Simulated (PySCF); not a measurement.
# C4H6 (Cyclobutene): the cost of one run

The runs use PySCF 2.14.0, with density-fitted response routines of our own; the level of theory stands in each step. All values are computed, except where a source is named. Atoms count from 0, in the outputs and in this text.

## 1. Starting geometry

10 atoms, charge 0, multiplicity 1; geometry from: GFN2-xTB. The atoms were then displaced at random by about 0.01 Å, so the start is not that level's minimum.

Bonds of the start (Å): C0–C1 1.36, C1–C2 1.51, C2–C3 1.59, C3–C0 1.47, C0–H4 1.06, C1–H5 1.08, C2–H6 1.08, C2–H7 1.06, C3–H8 1.07, C3–H9 1.10.

## 2. Optimising the geometry at PBE0-D3(BJ)/def2-TZVP

The job: settings as JSON, then the geometry in Å.

```
{"job": {"xc": "PBE0", "basis": "def2-TZVP", "d3": "d3bj", "grid": 2, "shake": 0.01, "kind": "geom"}, "charge": 0, "multiplicity": 1}
C      1.109570     0.287570    -0.069020
C      0.033170     1.110730    -0.212240
C     -0.987040     0.016630    -0.002400
C      0.292430    -0.915380     0.160680
H      2.151360     0.446440    -0.121450
H     -0.091530     2.170030    -0.405280
H     -1.573490     0.119020     0.898760
H     -1.591190    -0.196900    -0.851860
H      0.343640    -1.686650    -0.577480
H      0.363510    -1.372420     1.159240
```

The run is started by

```bash
$ OMP_NUM_THREADS=1 python probes_run.py task.json out
```

One launch serves the whole session: the jobs run in the order shown.

**Question.** How long does this first job take on 1 thread of Intel Xeon Platinum 8488C, shared host, and how much memory does it need?

About 65 s, with a peak of 0.71 GiB.
